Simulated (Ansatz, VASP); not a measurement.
One calculation of Ge, two programs

File INCAR:

```
SYSTEM = Ge
PREC = Accurate
ENCUT = 520
EDIFF = 1E-7
ISMEAR = 0
SIGMA = 0.04
LREAL = .False.
LASPH = .True.
NELM = 100
ALGO = Normal
ISIF = 2
LWAVE = .False.
LCHARG = .True.
LDIPOL = .True.
IDIPOL = 3
DIPOL = 0.5 0.5 0.386
GGA = PE
IVDW = 12
LELF = .True.
LVHAR = .True.
LVACPOTAV = .True.
NBANDS = 21
```

Contents of KPOINTS:

```
regular mesh
0
Gamma
  12 12 1
  0 0 0
```

Contents of POSCAR:

```
Ge
1.0
    4.0448463384      0.0000000000      0.0000000000
   -2.0224231692      3.5029396835      0.0000000000
    0.0000000000      0.0000000000     20.5300000000
Ge
2
Direct
    0.3333333333      0.6666666667      0.3675872950
    0.6666666667      0.3333333333      0.4051228853
```

Input for Ansatz:

```yaml
crystal:
  lattice:
    - [4.0448463384, 0.0, 0.0]
    - [-2.0224231692, 3.5029396835, 0.0]
    - [0.0, 0.0, 20.53]
  atoms:
    - { symbol: Ge, position: [0.3333333333, 0.6666666667, 0.367587295] }
    - { symbol: Ge, position: [0.6666666667, 0.3333333333, 0.4051228853] }
basis:
  ecutwfc: 420
kpoints:
  mp_grid: { grid: [12, 12, 1] }
hamiltonian:
  xc: pbe
  dispersion: d3bj
  pseudopotentials: { kind: paw, azcp: { folder: soft_1 } }
scf:
  occupations: { method: gaussian, width: 0.04 }
  n_extra_bands: 6
  max_iter: 160
output:
  forces: true
  eigenvalues: true
  write_density: true
  write_potential: true
  elf: true
  volumetric_format: npy
efield:
  axis: 3
  dipole_correction: true
```

Alike in both runs: task single point; functional PBE; dispersion D3(BJ); k mesh 12 × 12 × 1; occupations gaussian, width 0.04 eV; no spin polarisation.

```csv
,VASP,Ansatz
version,VASP 6.6.1,Ansatz 0.2.0
potentials or method,"VASP PAW PBE potentials, release 64 (Ge_d)","scalar-relativistic, plane waves, PAW"
plane-wave cutoff (eV),520,420
valence electrons in the cell,28,28
```

|  | VASP | Ansatz | Ansatz less VASP |
| --- | --- | --- | --- |
| gap on the k mesh at the Fermi level (eV) | none | none | - |
| rms of the force components (eV/Å) | 0.222 | 0.223 | +0.0011 |

Atom by atom the forces differ by 0.001 eV/Å (rms over components). A gap of «none» marks a metal or a gap that the smearing closes. Ansatz warned: «xc_potential_rough_in_thin_density».
